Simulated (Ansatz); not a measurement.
# NiAs-type NbP

Computed with Ansatz (plane waves, PAW, 420 eV cutoff): PBE, scalar-relativistic, no spin polarisation, Γ-centred 10×10×8 mesh, 0.05 eV Gaussian smearing; PAW files: Ansatz's generated set soft_2.

```
Nb P
1.0
     3.31629    0.00000    0.00000
    -1.65814    2.87199    0.00000
     0.00000    0.00000    6.71640
Nb P
2 2
Direct
  0.00000 0.00000 0.00000
  0.00000 0.00000 0.50000
  0.33333 0.66667 0.25000
  0.66667 0.33333 0.75000
```

The start was a prototype's sites filled with these elements. The Crystallography Open Database lists the compound in space group I41/amd, so this is a trial structure.

The cell above was scaled in volume, and shape and atoms were relaxed at each volume within its symmetry. Energies are counted from the cell above.

| V (Å³/atom) | ΔE (meV/atom) | P from the stress (GPa) |
| --- | --- | --- |
| 15.113 | 29.07 | 11.20 |
| 15.353 | 14.97 | 7.80 |
| 15.672 | 3.64 | 3.69 |
| 15.992 | 0.00 | 0.00 |
| 16.312 | 3.36 | -3.37 |
| 16.632 | 13.11 | -6.41 |
| 17.112 | 38.42 | -10.42 |
| 17.592 | 74.86 | -13.83 |

**Question.** Do the energies and the pressures agree? Compare −ΔE/ΔV between neighbouring points (1 meV/Å³ = 0.1602 GPa) with the mean of their pressures.

**Answer.** 
```json
{"interval (Å³/atom)": "15.11 to 15.35", "−ΔE/ΔV (GPa)": "9.4", "mean P (GPa)": "9.5"}
{"interval (Å³/atom)": "15.35 to 15.67", "−ΔE/ΔV (GPa)": "5.7", "mean P (GPa)": "5.7"}
{"interval (Å³/atom)": "15.67 to 15.99", "−ΔE/ΔV (GPa)": "1.8", "mean P (GPa)": "1.8"}
{"interval (Å³/atom)": "15.99 to 16.31", "−ΔE/ΔV (GPa)": "-1.7", "mean P (GPa)": "-1.7"}
{"interval (Å³/atom)": "16.31 to 16.63", "−ΔE/ΔV (GPa)": "-4.9", "mean P (GPa)": "-4.9"}
{"interval (Å³/atom)": "16.63 to 17.11", "−ΔE/ΔV (GPa)": "-8.5", "mean P (GPa)": "-8.4"}
{"interval (Å³/atom)": "17.11 to 17.59", "−ΔE/ΔV (GPa)": "-12.2", "mean P (GPa)": "-12.1"}
```
They differ by 0.08 GPa at most.

**Question.** What do the two routes give for V0, B0 and B0′?

**Answer.** A third-order Birch–Murnaghan fit of the energies: V0 = 15.99 Å³/atom, B0 = 176 GPa, B0′ = 3.9. A polynomial of P in ln V, with B = −dP/d ln V at P = 0: V0 = 15.99 Å³/atom, B0 = 177 GPa, B0′ = 4.1.

B0·V0 = 175.5 GPa × 15.99 Å³ = 17.52 eV/atom sets the scale: near the minimum ΔE ≈ ½ B0 V0 x², with x = V/V0 − 1, and a pressure of 1.8 GPa squeezes the volume by about 1 %. At the ends of the curve: x = −5.5 % predicts 26.5 meV/atom and the run gives 29.1; x = +10.0 % predicts 87.6 meV/atom and the run gives 74.9. Compression costs more and expansion less than the parabola says, since the crystal stiffens as it shrinks; B0′ measures that. The run is a metal.
